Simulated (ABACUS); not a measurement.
**Ta under changes of volume**

One of the cells (18.010 Å³/atom); the others are scaled copies at fixed shape and fractional positions:

```
Ta
1.0
    -1.65128    1.65128    1.65128
     1.65128   -1.65128    1.65128
     1.65128    1.65128   -1.65128
Ta
1
Cartesian
  0.0000 0.0000 0.0000
```

```yaml
Program: ABACUS 3.10.1
Functional: PBE
Potentials_or_basis: PseudoDojo NC FR 0.4 PBE stringent
Cutoff: 1796 eV
Density_cutoff: 7184 eV
Basis: DZP LCAO (the cutoffs set its grid)
k_mesh: 7 × 7 × 7
Occupations: fermi-dirac, width 0.05 eV
Spin: spin-orbit coupling, no magnetisation
```

| volume (Å³/atom) | energy over the lowest point (meV/atom) | pressure (GPa) |
| --- | --- | --- |
| 16.930 | ? | ? |
| 17.290 | 11.31 | 7.2 |
| 17.650 | 0.16 | 2.3 |
| 18.010 | 0.00 | -2.0 |
| 18.371 | 8.82 | -5.7 |
| 18.731 | 25.26 | -9.0 |
| 19.091 | 49.23 | -12.0 |

Task: What does the run at 16.930 Å³/atom give?

Result: Energy over the lowest point 34.07 meV/atom; pressure 12.8 GPa.

Worked out: A Birch-Murnaghan fit of order 3 (a polynomial in V^(-2/3)) to the other rows has its minimum at 17.84 Å³/atom with B0 = V·E''(V) = 215 GPa and B' = 5.8. It gives 34.27 meV/atom at 16.930 Å³/atom, against the run's 34.07, and -dE/dV = 13.2 GPa, against 12.8.

Energies are extrapolated to zero smearing.

Caveats: all runs use coarse meshes; the atomic orbitals were generated for these runs and aren't a published set; the basis of atomic orbitals isn't converged, which shifts pressures, moduli and gaps.
